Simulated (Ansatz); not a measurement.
Ge:

```
CELL_PARAMETERS angstrom
0.00000 2.82891 2.82891
2.82891 0.00000 2.82891
2.82891 2.82891 0.00000
ATOMIC_POSITIONS crystal
Ge 0.75000 0.75000 0.75000
Ge 0.50000 0.50000 0.50000
```

Below is the output of Ansatz 0.2.0 for this cell. Logs are shortened: lines on timing, memory, paths and dates and some standing lists are left out, and cuts for length are marked.

```text
Warning: RAYON_NUM_THREADS=2 ignored (pool sized by the plan → 2); use --threads N
scf.n_extra_bands = 6 over 14 filled bands (N_el = 28.0): the run solves 20 bands
Engine: ansatz 0.2.0, aarch64-unknown-linux-gnu
Pseudopotentials: kind: paw
Pseudopotential: Ge, paw, valence charge 14, recommended cutoff 420 eV (normal), Ge.paw.azcp
Functional definition: PBEsol
  exchange = pbesol_x
  correlation = pbesol_c
Crystal: 2 atoms, lattice volume = 45.278 Å³
Basis set: ecut = 420 eV, 893 PW (Γ), exchange–correlation on 54×54×54 points (8 copies of the dense FFT grid, shifted against one another)
Bands: 20, of which v1, the nominal top of the filled ones, is band 14 counted from 1 (13 counted from 0)
Symmetry: 48 space group operations
Space group: Fd-3m (ITA 227), of the structure as read, at distance tolerance 3.6e-5 Å
k-points: 29 of 512
Non-local potential: Ge, projectors of the file, l = 0: 2, l = 1: 2, l = 2: 3, l = 3: 1
PAW form: soft (Blöchl's): semilocal exchange-correlation on the pseudo side does not see the compensation charge
PAW frozen core: Ge, regenerated for the run's functional, and the local potential with it (the file was generated under x = pbe(κ = 0.804, μ = 0.2195149727645171), c = pbe(β = 0.06672455060314922))
PAW one-centre angular grid: Ge, 590 points (default); XC on 64 Gauss nodes
Initial density: superposition of atomic densities (neutral atoms: chi_scale 0, normalization atom), corrected by the library's trained network
Initial wavefunctions: pseudopotential atomic-orbital guess
Functional: x = pbesol(κ = 0.804, μ = 0.12345679012345678), c = pbesol(β = 0.046)
SCF iter   1: F=—  HF=-8506.983253 eV  |F-HF|=—  |Δ(HF+E_count)|=         —  Δρ=2.36e-3  dr2=3.06e-3  ethr=1.77e-3  ⟨swp⟩=6.0  Hψ=2778  notcnv=0  defer=2
preconditioner: auto → Kerker (q_TF=auto, 2.518 Å⁻¹)  [metal: Δε(μ)=0.113 eV  Ē_g=25.092 eV  σ=0.050 eV  W_gap=0.46  n_scr=14 (ndim 8)  ℏωp=29.2 eV  f_vac=0.074  D(μ)=0.12/eV (n_scr^D=0)]
SCF iter   2: F=—  HF=-8506.982050 eV  |F-HF|=—  |Δ(HF+E_count)|=   1.20e-3  Δρ=1.70e-3  dr2=1.68e-3  ethr=1.09e-5  ⟨swp⟩=1.2  Hψ=821  notcnv=0  defer=7
SCF iter   3: F=—  HF=-8506.982213 eV  |F-HF|=—  |Δ(HF+E_count)|=   1.63e-4  Δρ=9.87e-4  dr2=2.26e-4  ethr=5.99e-6  ⟨swp⟩=2.0  Hψ=948  notcnv=0  defer=7
SCF iter   4: F=—  HF=-8506.982032 eV  |F-HF|=—  |Δ(HF+E_count)|=   1.81e-4  Δρ=3.01e-4  dr2=9.37e-5  ethr=8.06e-7  ⟨swp⟩=2.0  Hψ=948  notcnv=0  defer=7
SCF iter   5: F=—  HF=-8506.982048 eV  |F-HF|=—  |Δ(HF+E_count)|=   1.62e-5  Δρ=1.93e-4  dr2=2.05e-5  ethr=3.35e-7  ⟨swp⟩=2.0  Hψ=948  notcnv=0  defer=7
SCF iter   6: F=—  HF=-8506.982058 eV  |F-HF|=—  |Δ(HF+E_count)|=   1.03e-5  Δρ=6.31e-5  dr2=1.30e-6  ethr=7.33e-8  ⟨swp⟩=2.0  Hψ=659  notcnv=0  defer=7
SCF iter   7: F=-8506.982059 eV  HF=-8506.982059 eV  |F-HF|=1.34e-8  |Δ(HF+E_count)|=   4.00e-7  Δρ=9.94e-6  dr2=2.53e-8  ethr=3.57e-10  ⟨swp⟩=9.1  Hψ=3743  notcnv=0
SCF 1 converged in 7 iterations: F = -8506.982059 eV  dr2 = 2.53e-8
  greatest PAW one-centre occupation: 0.998 electrons in one spin orbital (limit 2), on the Ge atom at site 1 (counted from 0), in its partial waves of l = 2
NSCF: frozen V_eff on 72 k-points
SCF converged after 7 iterations
Free energy (F): -8506.982059 eV
Harris-Foulkes:  -8506.982059 eV  (|F-HF|=1.34e-8)
Internal energy: -8506.981127 eV  (E = F + TS)
E sigma→0 (E₀):  -8506.981593 eV
Entropy (-TS):   -0.000932 eV (-0.466 meV/atom)
Fermi energy:    8.461354 eV
--- Per-component energies (eV) ---
  E_band       = -302.388227
  E_kinetic    = 223.284351
  E_local      = -4944.371265  (includes V_loc(G=0)·N_el)
  E_nonlocal   = 840.447867
  E_hartree    = 2167.336613
  E_xc         = -150.021065
  E_vxc        = -129.578178  (∫ρ·V_xc dr)
  E_paw        = -3958.359496  (= ΣΔE_a)
  E_vpaw       = -626.837063  (= ΣTr[D̂ρ^β])
  E_aug_tail   = 0.000703  (compensation charges beyond the density's cutoff)
  E_ewald      = -2687.134708
  E_core_change = 1.835872  (= ΣΔE_core)
  E_smearing   = -0.000932  (= −TS)
  E_closure    = 0.000000  (closes the sum)
  Σ components = -8506.982059   (vs F -8506.982059, Δ=0.00e0)
--- Forces (eV/Å), atoms counted from 1 ---
  atom   1  Ge     0.00000000     0.00000000    -0.00000000
  atom   2  Ge     0.00000000     0.00000000     0.00000000
  max |Σ_I F_I| component: 1.11e-16 eV/Å
--- Stress (GPa, compression-positive) ---
        0.648342      -0.000000      -0.000000
       -0.000000       0.648342      -0.000000
       -0.000000       0.000000       0.648342
  P = ⅓ Tr σ = 0.6483 GPa (6.483 kbar)
--- Band table (eV; the first three rows and the last of 29) ---
  k-point 0: bands = ["-16.3676", "-16.3676", "-16.3676", "-16.3314", "-16.3314", "-16.1197", "-16.1197", "-16.1197", "-16.1066", "-16.1066", "-4.3521", "8.4258", "8.4433", "8.4433", "8.4433", "10.9686", "10.9686", "10.9686", "14.6653", "17.8720"]
  k-point 1: bands = ["-16.3757", "-16.3757", "-16.3651", "-16.3200", "-16.3200", "-16.1319", "-16.1319", "-16.1227", "-16.0963", "-16.0963", "-4.1614", "6.0692", "8.1061", "8.1061", "9.4387", "11.4185", "11.4185", "11.8877", "15.6208", "16.9471"]
  k-point 2: bands = ["-16.3858", "-16.3858", "-16.3589", "-16.3028", "-16.3028", "-16.1457", "-16.1457", "-16.1300", "-16.0860", "-16.0860", "-3.6078", "3.7053", "7.5574", "7.5574", "9.0556", "12.0460", "12.0460", "14.0104", "16.2929", "16.6954"]
  k-point 28: bands = ["-16.4154", "-16.4154", "-16.2732", "-16.2732", "-16.2241", "-16.2241", "-16.1919", "-16.1919", "-16.0529", "-16.0529", "-0.3579", "-0.3579", "4.5059", "4.5059", "12.7236", "12.7236", "13.0754", "13.0754", "19.4069", "19.4069"]
```

Task: What input gives this log?

Result: Density of states with PBEsol, no spin polarisation. The files as run (others can give the same):

input.yaml
```yaml
crystal:
  lattice:
    - [0.0, 2.82891, 2.82891]
    - [2.82891, 0.0, 2.82891]
    - [2.82891, 2.82891, 0.0]
  atoms:
    - { symbol: Ge, position: [0.75, 0.75, 0.75] }
    - { symbol: Ge, position: [0.5, 0.5, 0.5] }
hamiltonian:
  xc: pbesol
  pseudopotentials: { kind: paw }
kpoints:
  mp_grid: { grid: [8, 8, 8] }
scf:
  occupations: { method: fermi_dirac, width: 0.05 }
  n_extra_bands: 6
output:
  forces: true
  stress: true
  eigenvalues: true
  dos: { projected: false, de: 0.05, nscf_kmesh: { grid: [12, 12, 12] } }
  write_density: true
  write_potential: true
  elf: true
  volumetric_format: npy
```

Potentials or basis: Ansatz PAW.
The run is started by
```console
$ ansatz run input.yaml --threads 2 --pin off --max-ram 5632MiB --backend cpu --events-out ev --progress --plain --runs-dir out
```

Caveat: the PAW data sets come from PBE, with cores solved anew for the run's functional, which leaves a small shift of forces and pressure; this crystal is a semiconductor, whose small gap the functional closes, so the metal is an error of the method.
